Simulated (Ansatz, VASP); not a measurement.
**Two plane-wave programs on W**

Contents of INCAR:

```
PREC = Accurate
ENCUT = 520
EDIFF = 1E-6
ISMEAR = -1
SIGMA = 0.1
LREAL = F
LASPH = T
NELM = 100
ALGO = Normal
ISIF = 2
LWAVE = F
LCHARG = F
GGA = RE
NBANDS = 13
```

Contents of KPOINTS:

```
regular mesh
0
Gamma
  13 13 13
```

POSCAR

```
W
1.0
    2.6108064123      0.0000000000      0.0000000000
    0.0000000000      2.6108064123      0.0000000000
    0.0000000000      0.0000000000      2.6108064123
W
1
Direct
    0.0000000000      0.0000000000      0.0000000000
```

Input for Ansatz:

```yaml
crystal:
  lattice:
    - [2.6108064123, 0.0, 0.0]
    - [0.0, 2.6108064123, 0.0]
    - [0.0, 0.0, 2.6108064123]
  atoms:
    - { symbol: W, position: [0.0, 0.0, 0.0] }
hamiltonian:
  xc: revpbe
  pseudopotentials:
    kind: paw
    azcp:
      W: "pseudopotentials/W.paw.azcp"
basis:
  ecutwfc: 420
  fft_grid_basis: typed
kpoints:
  mp_grid: { grid: [13, 13, 13], shift: [0, 0, 0] }
magnetization:
  spin_polarized: false
scf:
  occupations: { method: fermi_dirac, width: 0.1 }
  lower_state_search: "off"
output:
  stress: true
  write_density: true
  write_potential: true
  elf: true
  volumetric_format: npy
```

Alike in both runs: task single point; functional revPBE; k mesh 13 × 13 × 13; occupations fermi-dirac, width 0.1 eV; no spin polarisation.

|  | VASP | Ansatz |
| --- | --- | --- |
| version | VASP 6.6.1 | Ansatz 0.2.0 |
| potentials or method | VASP PAW PBE potentials, release 64 (W_sv) | plane waves (420 eV) with PAW, scalar-relativistic |
| plane-wave cutoff (eV) | 520 | 420 |
| valence electrons in the cell | 14 | 14 |

```tsv
	VASP	Ansatz	Ansatz less VASP
pressure (GPa)	9.2	8.5	-0.70
```

Caveats: the PAW data sets were made with another functional, which shifts forces and pressure a little (VASP). Spin-orbit coupling is left out, which matters for the levels of W.
